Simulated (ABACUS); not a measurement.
An input for ABACUS 3.10.1 (Rb):

The input INPUT:

```
INPUT_PARAMETERS
suffix              Rb
calculation         scf
basis_type          lcao
pseudo_dir          ./
orbital_dir         ./
symmetry            0
dft_functional      GGA_X_OPTX+GGA_C_LYP
ecutwfc             100
pseudo_rcut         10
nspin               2
nbands              5
ks_solver           genelpa
smearing_method     fd
smearing_sigma      0.00734986
scf_thr             1e-07
scf_nmax            100
mixing_type         broyden
mixing_beta         0.4
cal_force           1
cal_stress          1
out_mul             1
out_chg             1
out_pot             2
out_elf             1
```

STRU

```
ATOMIC_SPECIES
Rb 85.4678 37_Rb_9_2.8_3.3_pbe_n_v1.0.upf

NUMERICAL_ORBITAL
Rb_confined-atom_10au_2s1p.orb

LATTICE_CONSTANT
1.8897261246

LATTICE_VECTORS
-2.9545118615 2.9545118615 2.7308451955
2.9545118615 -2.9545118615 2.7308451955
2.9545118615 2.9545118615 -2.7308451955

ATOMIC_POSITIONS
Direct

Rb
0.0
1
0.0000000000 0.0000000000 0.0000000000 1 1 1 mag -0.35
```

Contents of KPT:

```
K_POINTS
0
Gamma
6 6 6 0 0 0
```

Potentials or basis: SPMS ONCV 1.0 PBE, SZ LCAO (the cutoffs set its grid).

Command:

```console
$ OMP_NUM_THREADS=1 mpirun -np 4 abacus > log
```

Q: How does this run end?

A: The run stopped without a result. It printed:

running log:

```text
ABACUS v3.10.1

               Atomic-orbital Based Ab-initio Computation at UStc

 ------------------------------------------------------------------------------------

 READING GENERAL INFORMATION
                           global_out_dir = OUT.Rb/
                           global_in_card = INPUT
                               pseudo_dir = ./
[... 58 lines left out ...]
            AUTOSET number of electrons:  = 9
                           occupied bands = 5
 !!!!!!!!!!!!!!!!!!!!!!!!!!!!!!!!!!!!!!!!!!!!!!!!!!!!!!!!!
                         NOTICE
 !!!!!!!!!!!!!!!!!!!!!!!!!!!!!!!!!!!!!!!!!!!!!!!!!!!!!!!!!

 for smearing, num. of bands > num. of occupied bands
 CHECK IN FILE : OUT.Rb/warning.log

 !!!!!!!!!!!!!!!!!!!!!!!!!!!!!!!!!!!!!!!!!!!!!!!!!!!!!!!!!
                         NOTICE
 !!!!!!!!!!!!!!!!!!!!!!!!!!!!!!!!!!!!!!!!!!!!!!!!!!!!!!!!!
 Check in file : OUT.Rb/warning.log
```

On the terminal:

```text
ABACUS v3.10.1

               Atomic-orbital Based Ab-initio Computation at UStc

4,OpenMP thread number: 1,Total thread number: 4,Local thread limit: 64
 dft_functional readin is: GGA_X_OPTX+GGA_C_LYP
 dft_functional in pseudopot file is: PBE
 Please make sure this is what you need

 !!!!!!!!!!!!!!!!!!!!!!!!!!!!!!!!!!!!!!!!!!!!!!!!!!!!!!!!!
                         NOTICE
 !!!!!!!!!!!!!!!!!!!!!!!!!!!!!!!!!!!!!!!!!!!!!!!!!!!!!!!!!

 for smearing, num. of bands > num. of occupied bands
 CHECK IN FILE : OUT.Rb/warning.log

 !!!!!!!!!!!!!!!!!!!!!!!!!!!!!!!!!!!!!!!!!!!!!!!!!!!!!!!!!
                         NOTICE
 !!!!!!!!!!!!!!!!!!!!!!!!!!!!!!!!!!!!!!!!!!!!!!!!!!!!!!!!!
```
